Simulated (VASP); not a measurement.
## Zn: single point with r2SCAN

Crystal: Zn.

```
Zn
1.0
     0.00000    1.96478    1.96478
     1.96478    0.00000    1.96478
     1.96478    1.96478    0.00000
Zn
1
Direct
  0.00000 0.00000 0.00000
```

This isn't the form of Zn at room conditions, which is hcp.

```
Program             : VASP 6.6.1
Task                : single point
Functional          : r2SCAN
Potentials or basis : VASP PAW PBE potentials, release 64 (Zn)
Cutoff              : 520 eV
k mesh              : 10 × 10 × 10
Occupations         : fermi-dirac, width 0.1 eV
Spin                : no spin polarisation
```

The pressure is -4.3 GPa. The band gap on the k mesh is none (metal or under the smearing width).

Levels at points of the mesh, in eV from the Fermi level:
```
           k point  band 2  band 3  band 4  band 5  band 6  band 7  band 8  band 9  band 10  band 11
(0.00, 0.00, 0.00)   -8.11   -8.11   -8.11   -7.72   -7.72   19.19   19.19   19.19    19.54    21.67
(0.50, 0.00, 0.00)   -8.12   -8.12   -7.44   -7.44   -3.25   -1.53   16.00   16.00    18.17    19.52
(0.50, 0.50, 0.00)   -8.75   -7.45   -7.36   -7.36   -1.27    1.77    8.78    8.78    12.19    13.84
```

Run time: 23 s on 1 thread of Intel(R) Xeon(R) 6975P-C (Granite Rapids) (shared host), peak memory 0.14 GiB.

Caveat: the PAW data sets were made with another functional, which shifts forces and pressure a little.
